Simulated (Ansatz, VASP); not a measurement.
# Zn16HSe15N (N-H pair in ZnSe): VASP beside Ansatz, part 2 of 2

Wanted: the spread between two codes on one cell, functional and k mesh. The cell is taken from a series of runs on this material, whose earlier steps may have relaxed, scaled, displaced or heated it; both programs get it as it stands.

VASP 6.6.1 and Ansatz 0.2.0.

So far: Starting point; Ansatz: single point, HSE06.

**3. VASP: single point, HSE06**

Level of this step: HSE06; plane waves and PAW (Zn, Se, N, H) (VASP).

The same cell, functional, mesh and smearing now go to VASP, with its own data sets.

Lines of VASP's logs that name or quote its potential files are left out, and so is its time.

The run reads the wave functions of an earlier VASP run, which isn't shown here.

The input, INCAR:

```
SYSTEM = Zn16HSe15N
PREC = Accurate
ENCUT = 520
EDIFF = 1E-06
NELM = 100
ISMEAR = -1
SIGMA = 0.01
LREAL = Auto
ALGO = Normal
LHFCALC = .TRUE.
AEXX = 0.25
GGA = PE
HFSCREEN = 0.208
LASPH = .TRUE.
NBANDS = 167
PRECFOCK = Fast
LORBIT = 11
LWAVE = .FALSE.
LCHARG = .FALSE.
ISIF = 2
```

The input, POSCAR:

```
Zn16HSe15N
1.0
   -5.7318292421      5.7318292421     -5.7318292421
    5.7318292421      5.7318292421      5.7318292421
    5.7318292421     -5.7318292421     -5.7318292421
Zn Se N H
16 15 1 1
Direct
    0.9977389509      0.9939441825      0.9979059932
    0.9977354714      0.2477448058      0.7440977472
    0.0000597086      0.5036546696      0.5075797969
    0.0000665903      0.7574204474      0.2538254761
    0.2447479891      0.9935483112      0.7437161939
    0.2536454026      0.2500899216      0.5075682115
    0.1791586070      0.4291774160      0.1793355069
    0.2536501773      0.7574148612      0.0002546597
    0.5155786109      0.9734227032      0.5157633536
    0.5074117327      0.2500843259      0.2538217382
    0.5073968764      0.5036624987      0.0002486351
    0.5155638576      0.7655771896      0.7235857719
    0.7435262106      0.9935356180      0.2449229891
    0.7439365130      0.2477464354      0.9979089331
    0.7435419766      0.4947683758      0.7437104648
    0.7233887925      0.7656032236      0.5157652589
    0.9990196633      0.0009221095      0.7510828118
    0.9978508379      0.2478602396      0.4958076856
    0.9947996616      0.5004451652      0.2506088508
    0.9978574889      0.7456542356      0.9980327332
    0.2588710632      0.9976172047      0.5007314827
    0.2504329441      0.2448096369      0.2505965665
    0.2504226887      0.5004342175      0.9949671463
    0.2588633562      0.7505593932      0.7477763600
    0.5005427418      0.9976019910      0.2590431452
    0.4956464573      0.2478727792      0.9980311351
    0.5005498498      0.5088772341      0.7477664883
    0.7509014994      0.0009102319      0.9991811340
    0.7509088638      0.2490286671      0.7510805266
    0.7475846061      0.5088840820      0.5007135091
    0.7475851089      0.7505487091      0.2590458272
    0.5388731580      0.7889062680      0.5390805317
    0.4210341647      0.6710767186      0.4212484547
```

The input, KPOINTS:

```
Automatic mesh
0
Gamma
1 1 1
0 0 0
```

PAW data sets: Zn, Se, N and H (PBE family, release 64).

Run with:

```sh
> export OMP_NUM_THREADS=3
> mpirun -np 1 vasp_gam
```

Numbers of over 12 decimals in the logs are rounded to 6 here.

What it wrote:

```text
[banner, memory and clock lines left out]
running    1 mpi-ranks, on    1 nodes
[...]
Offloading initialized ...    1 GPUs detected
[...]
LDA part: xc-table for (Slater+PW92), standard interpolation
 found WAVECAR, reading the header
 POSCAR, INCAR and KPOINTS ok, starting setup
[...]
reading WAVECAR
 the WAVECAR file was read successfully
 initial charge from wavefunction
 entering main loop
       N       E                     dE             d eps       ncg     rms          rms(c)
DAV:   1    -0.125445382622E+03   -0.12545E+03   -0.14083E+01   436   0.346E+01    0.865E+00
DAV:   2    -0.125326900249E+03    0.11848E+00   -0.46258E+00   380   0.130E+01    0.453E+00
DAV:   3    -0.125340309630E+03   -0.13409E-01   -0.45009E-01   380   0.351E+00    0.280E+00
DAV:   4    -0.125340138091E+03    0.17154E-03   -0.49688E-02   364   0.112E+00    0.158E+00
[...]
DAV:  11    -0.125336795036E+03    0.44087E-05   -0.23471E-06   213   0.800E-03    0.208E-02
DAV:  12    -0.125336793065E+03    0.19707E-05   -0.11513E-06   196   0.742E-03    0.116E-02
DAV:  13    -0.125336792091E+03    0.97459E-06   -0.66454E-07   181   0.593E-03
   1 F= -.12533679E+03 E0= -.12533679E+03  d E =-.848567E-12
```

From OUTCAR (step 3):

```text
  Total       -9.1005586     -9.1119750     -9.0998818      0.5679955     -0.5602357     -0.5595496
  in kB      -19.3570383    -19.3813213    -19.3555988      1.2081359     -1.1916305     -1.1901712
  external PRESSURE =     -19.3646528 kB  Pullay stress =       0.0000000 kB

 POSITION                                       TOTAL-FORCE (eV/Angst)
 -----------------------------------------------------------------------------------
      5.69808      5.69616     -5.74158         0.003507      0.003065     -0.010085
     -0.03378      2.87384     -8.56386         0.003226      0.010491     -0.003074
      5.79588     -0.02216     -0.02284        -0.001025      0.001602      0.000197
      5.79591      2.88690      2.88614        -0.001314      0.000300     -0.001342
      8.55485      2.83485      0.02914        -0.009134      0.005794     -0.005560
      2.88891     -0.02197     -2.92967        -0.000487      0.001189      0.000716
      2.46099      2.45896      0.40514         0.015072      0.015328     -0.015469
      2.88895      5.79379      2.88603        -0.000595     -0.000982     -0.001138
      5.58055      5.57843     -0.33198         0.007481      0.007264      0.092657
     -0.02009      2.88698     -2.92982         0.001024     -0.000134      0.001625
     -0.01998      5.79379     -0.02283         0.000912     -0.000902      0.000403
      5.58050      3.19581     -2.71444         0.007470     -0.091744     -0.007257
      2.83687      8.55269      0.02915         0.004911     -0.008609     -0.005074
      2.87577     -0.03569     -8.56392         0.010173      0.003188     -0.003290
[...]
-----------------------------------------------------------------------------------
    total drift:                               -0.013590     -0.020772      0.013256

  FREE ENERGIE OF THE ION-ELECTRON SYSTEM (eV)
  ---------------------------------------------------
  free  energy   TOTEN  =      -125.3367920905 eV

  energy  without entropy=     -125.3367920905  energy(sigma->0) =     -125.33679209

[... 3 further parts left out ...]
[key lines of the parts left out:]
E-fermi :   0.8019
```

The run ends at a pressure of -1.94 GPa, with forces up to 3.9 eV/Å.

**4. Side by side**

Known differences besides the potentials themselves: exact exchange at q = 0 is treated differently, which shows on coarse meshes; VASP keeps PBE cores, Ansatz makes them for the functional; the data sets hold 438 valence electrons in Ansatz (on its default PAW (the set named soft_2) files) and 288 in VASP; the cutoff is 420 eV in Ansatz and 520 eV in VASP (PREC = Accurate, projectors in real space); VASP takes a coarser grid for exact exchange (PRECFOCK = Fast). Total energies have different zeros and are not compared.

Both answers:

| quantity | Ansatz | VASP | difference |
| --- | --- | --- | --- |
| gap on the k mesh (eV) | 2.177 | 2.192 | -0.015 |

Forces on 7 of the 33 atoms, those with the largest forces and the largest differences (eV/Å; atoms numbered as in POSCAR):

| atom | Ansatz x, y, z | VASP x, y, z |
| --- | --- | --- |
| Zn9 | -0.015, -0.016, 0.064 | 0.007, 0.007, 0.093 |
| Zn12 | -0.015, -0.064, 0.015 | 0.007, -0.092, -0.007 |
| Zn16 | -0.064, -0.015, 0.015 | -0.093, 0.007, -0.007 |
| Se19 | 0.004, -0.018, 0.018 | 0.012, -0.018, 0.021 |
| Se28 | -0.011, 0.009, 0.011 | -0.013, 0.024, 0.013 |
| N32 | -2.166, -2.165, 2.165 | -2.167, -2.166, 2.167 |
| H33 | 2.282, 2.283, -2.283 | 2.259, 2.260, -2.259 |

The forces differ by 9.1 meV/Å r.m.s., which is 1.7 % of the r.m.s. force of 0.545 eV/Å (both taken over all components). A gap on the mesh is an upper bound, since the band edges may lie between its points.

**5. What came out**

| Property | Result |
| --- | --- |
| r.m.s. force difference (single point, HSE06) | 1.7 % of the r.m.s. force |

What this shows: The r.m.s. force difference is 1.7 % of the r.m.s. force (single point, HSE06), within the 3 % picked in this series as the mark of a large difference. The data sets hold unlike numbers of valence electrons (438 in Ansatz and 288 in VASP), so part of the differences comes from the potentials. Such differences can come from data sets, numerical settings and the points named under the comparisons, not from the functional's error against experiment.

[Lines on the potential files, build, host, timing and source positions are cut from VASP's logs without a mark.]

[Logs are printed without paths, hosts, clocks, repeated set-up lines and the standing remarks that a program may print on its own settings, such as how far it seeks lower states.]

[Hosts, paths, dates, database ids (printed as entryN), source tags and the programs' standing remarks are cut or masked in the printed files.]
